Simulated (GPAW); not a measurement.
# As (P-1) in GPAW: single point with LDA

Aim: the single point of As with LDA.

Everything below comes from runs of GPAW 26.7.0. Logs are shortened: lines on timing, memory, paths and dates and some standing lists are left out, and cuts for length are marked. The log counts tension as positive stress, the text compression.

**1. The cell of the first run**

The typed cell holds 1 atom: a = 2.999 Å, b = 2.598 Å, c = 2.582 Å, α = 78.73°, β = 76.84°, γ = 93.49°.

**2. Single point, LDA (cell sheared at random, sigma 0.1, atoms nudged by 0.01 Å)**

run.py reads:

```python
from ase import Atoms
from ase.dft.bandgap import bandgap
from ase.io import write
from ase.units import GPa
from gpaw import GPAW, PW

atoms = Atoms(['As'],
              cell=[[2.9794804, -0.10061659, 0.32377096],
                    [-0.10061659, 2.58301288, 0.26188432],
                    [0.32377096, 0.26188432, 2.54855196]],
              scaled_positions=[[0.5, 0.5, 0.5]],
              pbc=True)

calc = GPAW(mode=PW(450),
            xc='LDA',
            kpts={'size': (7, 8, 9), 'gamma': True},
            occupations={'name': 'fermi-dirac', 'width': 0.05},
            nbands=9,
            maxiter=120,
            txt='gpaw.txt')
atoms.calc = calc
energy = atoms.get_potential_energy()
forces = atoms.get_forces()
stress = atoms.get_stress()
calc.write('gs.gpw')
write('result.traj', atoms)
print(f'Energy: {energy:.6f} eV')
print('Forces (eV/A):')
print(forces.round(4))
print('Stress (GPa):', (stress / GPa).round(3))
print('Fermi level:', round(calc.get_fermi_level(), 4), 'eV')
print(f'Gap: {bandgap(calc)[0]:.4f} eV, direct: {bandgap(calc, direct=True)[0]:.4f} eV')
```

Potentials or basis: the program's PAW data sets (release 1.2.1) made for this functional, pw.

Started as:

```sh
OMP_NUM_THREADS=1 python run.py
```

gpaw.txt:

```text
__  _  _
 | _ |_)|_||  |
 |__||  | ||/\| - 26.7.0

Input parameters:
  mode=PW(ecut=450.00000000000006),
  kpts=MonkhorstPack(size=(7, 8, 9), gamma=True),
  maxiter=120,
  nbands=9,
  occupations=Occupations(name='fermi-dirac', width=0.05),
  xc=XC(name='LDA')

Diagonalizing LCAO Hamiltonian
Converting LCAO to pw mode

       As

Atoms  # Å, Bohr magnetons
|   | symbol |        x |        y |        z |    initial magnetic moments |
|---|--------|----------|----------|----------|-----------------------------|
| 0 |     As | 1.601317 | 1.372140 | 1.567104 | ( 0.0000,  0.0000,  0.0000) |

Unit cell  # Å
| periodic |         x |         y |        z |  lengths |    angles |
|----------|-----------|-----------|----------|----------|-----------|
|      yes |  2.979480 | -0.100617 | 0.323771 | 2.998709 | 78.729564 |
|      yes | -0.100617 |  2.583013 | 0.261884 | 2.598204 | 76.836608 |
|      yes |  0.323771 |  0.261884 | 2.548552 | 2.582349 | 93.494428 |

Number of symmetries: 2
Symmetry operations  # r_c * U_cc + t_c -> r_c
|   | kind |            matrix            |
|---|------|------------------------------|
| 0 |  E   |  1, 0, 0,  0, 1, 0,  0, 0, 1 |
| 1 |  i   | -1, 0, 0,  0,-1, 0,  0, 0,-1 |

BZ-sampling:
  Number of BZ points: 504
  Number of IBZ points: 253

  Monkhorst-Pack size: [7, 8, 9]
  Monkhorst-Pack shift: [0.0, 0.0625, 0.0]

K-points  # in reciprocal-cell coordinates
|     |                                coordinates |     weight |
|-----|--------------------------------------------|------------|
|   0 | (  0.00000000,   0.00000000,   0.00000000) | 0.00198413 |
|   1 | (  0.00000000,   0.00000000,   0.11111111) | 0.00396825 |
|   2 | (  0.00000000,   0.00000000,   0.22222222) | 0.00396825 |
|   3 | (  0.00000000,   0.00000000,   0.33333333) | 0.00396825 |
|   4 | (  0.00000000,   0.00000000,   0.44444444) | 0.00396825 |
|   5 | (  0.00000000,   0.12500000,  -0.44444444) | 0.00396825 |
|   6 | (  0.00000000,   0.12500000,  -0.33333333) | 0.00396825 |
|   7 | (  0.00000000,   0.12500000,  -0.22222222) | 0.00396825 |
|   8 | (  0.00000000,   0.12500000,  -0.11111111) | 0.00396825 |
|   9 | (  0.00000000,   0.12500000,   0.00000000) | 0.00396825 |
| ... |                                            |            |
| 252 | (  0.42857143,   0.50000000,   0.44444444) | 0.00396825 |

Plane wave coefficients: 426
Cutoff: 450.00000000000006 eV

Spin-components: 1 (collinear spins)
Bands:           9
Projectors:      5
Spin-degeneracy: 2
Datatype:        complex128

Parallelization:
  kpt:    1
  domain: 1
  band:   1

Density:
  Valence electrons: 5.0
  Components: 1
  Grid points: [15 14 14]
  Charge: 0.0  # |e|

Potential:
  Grid points: [15 14 14]

species:
  As:
    name:    Arsenic
    Z:       33.0
    valence: 5
    core:    28
    charge:  0.0  # [|e|]
    compensation charges:
      type: gauss
      rc: 0.33  # [Å]
      lmax: 2
    cutoffs:
      filter: 1.87  # [Å]
      core: 2.96  # [Å]
    projectors
    | kind |    occ | energy [eV] | rcut [Å] |
    |------|--------|-------------|----------|
    |   4s |  2.000 |     -14.691 |    1.058 |
    |   4p |  3.000 |      -5.342 |    1.058 |
    |    s |        |      12.520 |    1.058 |
    |    p |        |      21.869 |    1.058 |
    |    d |        |       0.000 |    1.058 |

    Using partial waves for As as LCAO basis

Reference energy: -61419.907824  # eV

eigensolver:
  PPCG
  Converge bands: occupied
  niter=2

density mixing:
  MSR1-Mixer
  Pratt-step length: 0.05
  Maximum mixing coefficient: 0.75
  Old densities: 10
  SVD Regularization: 0.005
  Good broyden scale: 1.0
  Trust region scale: 1.0
  Backstep threshold: 4.0
  History deletion threshold: 6.0
  Fourier metric: weight=20.0, sigma=0.015

occupation numbers:
  Fermi-Dirac:
    width: 0.0500  # eV

poisson solver:
  ecut: 3600.0000000000005  # eV

xc functional:
  name: None

convergence criteria:
- Maximum [total energy] change in last 3 cyles: 0.0005 eV / valence electron
- Maximum integral of absolute [dens]ity change: 0.0001 electrons / valence electron
- Maximum integral of absolute [eigenst]ate change: 4e-08 eV^2 / valence electron
maximum number of iterations: 120

SCF iterations
|iter     | |      energy | eigst |  dens |
|---------|-|-------------|-------|-------|
|iter:   1| |   -5.041364 | -0.62 |       |
|iter:   2| |   -5.041561 | -3.06 | -1.39 |
|iter:   3| |   -5.036071 | -3.95 | -1.42 |
|iter:   4| |   -5.035659 | -4.86 | -1.97 |
|iter:   5| |   -5.035652c| -6.11 | -2.81 |
|iter:   6| |   -5.035652c| -8.30c| -3.72 |
|iter:   7| |   -5.035652c| -8.00c| -4.22c|

Converged in 7 steps
Energy contributions relative to reference atoms: (reference = -61419.907824)

Energy contributions:
  Kinetic:          10.266149
  Coulomb:          -9.254982
  Zero:             -0.009943
  External:          0.000000
  Xc:               -6.034685
  Entropy:          -0.004379
  Spinorbit:         0.000000
  ----------------------------
  Free energy:      -5.037841
  Extrapolated:     -5.035652

dipole moment: (-0.000004, -0.000003, -0.000004)  # |e|*Ang

Fermi level: 7.590
Eigenvalues  # (at kpt = [0.000, 0.000, 0.000])
| band index |      eig [eV] | occ [0-2] |
|------------|---------------|-----------|
|          0 |        -7.638 |     2.000 |
|          1 |         9.188 |     0.000 |
|          2 |        13.517 |     0.000 |
|          3 |        14.501 |     0.000 |
|          4 |        14.985 |     0.000 |
|          5 |        18.458 |     0.000 |
|          6 |        20.981 |     0.000 |
|          7 |        27.859 |     0.000 |
|          8 |        27.929 |     0.000 |

No gap
No difference between direct/indirect transitions

Forces  # eV/Ang
|       x |       y |       z |
|---------|---------|---------|
| 0.00000 | 0.00000 | 0.00000 |  # As   0

Stress tensor  # eV/Ang^3
|        x |         y |         z |
|----------|-----------|-----------|
| 0.062163 |  0.005170 |  0.012803 |
| 0.005170 | -0.052999 |  0.040373 |
| 0.012803 |  0.040373 | -0.045953 |

# Writing to gs.gpw (mode='')
```

It took 15 s on 1 thread of Arm Neoverse V1, shared host; peak memory 0.15 GiB.

What came out:

| Quantity | Value |
| --- | --- |
| Free energy | -5.0378 eV |
| Pressure | 2.0 GPa |
| Band gap on the k mesh | none (metal or under the smearing width) |

Caveat: the cutoff is short for stress and forces, so pressures can be off by a GPa or more.
